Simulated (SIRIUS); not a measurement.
AlFe under changes of volume

One of the cells (12.321 Å³/atom); the others are scaled copies at fixed shape and fractional positions:

```
Fe Al
1.0
     2.91000    0.00000    0.00000
     0.00000    2.91000    0.00000
     0.00000    0.00000    2.91000
Fe Al
1 1
Direct
  0.50000 0.50000 0.50000
  0.00000 0.00000 0.00000
```

| Property | Result |
| --- | --- |
| Program | SIRIUS 7.12.0 |
| Functional | PBEsol |
| Potentials or basis | all-electron FP-LAPW |
| Cutoff | 192 eV |
| Basis | apw+lo standard |
| k mesh | 9 × 9 × 9 |
| Occupations | fermi-dirac, width 0.05 eV |
| Spin | collinear spin, ferromagnetic start |
| Starting moments | [3.0, 0.0] μB |

| volume (Å³/atom) | energy over the lowest point (meV/atom) | moment (μB per cell) |
| --- | --- | --- |
| 11.582 | 0.00 | 0.60 |
| 11.828 | ? | ? |
| 12.075 | 15.77 | 0.64 |
| 12.321 | 31.09 | 0.65 |
| 12.568 | 50.89 | 0.67 |
| 12.814 | 74.48 | 0.68 |
| 13.060 | 101.45 | 0.70 |

**Question.** What does the run at 11.828 Å³/atom give?

**Answer.** Energy over the lowest point 5.09 meV/atom; moment 0.62 μB per cell.

Worked out: A Birch-Murnaghan fit of order 3 (a polynomial in V^(-2/3)) to the other rows has its minimum at 11.49 Å³/atom, just outside them, with B0 = V·E''(V) = 191 GPa and B' = 4.2. It gives 5.16 meV/atom at 11.828 Å³/atom, against the run's 5.09. A straight line through the other rows of the moment, of slope 0.0655 μB per Å³/atom, gives 0.62 μB, against the run's 0.62.

Energies are extrapolated to zero smearing.
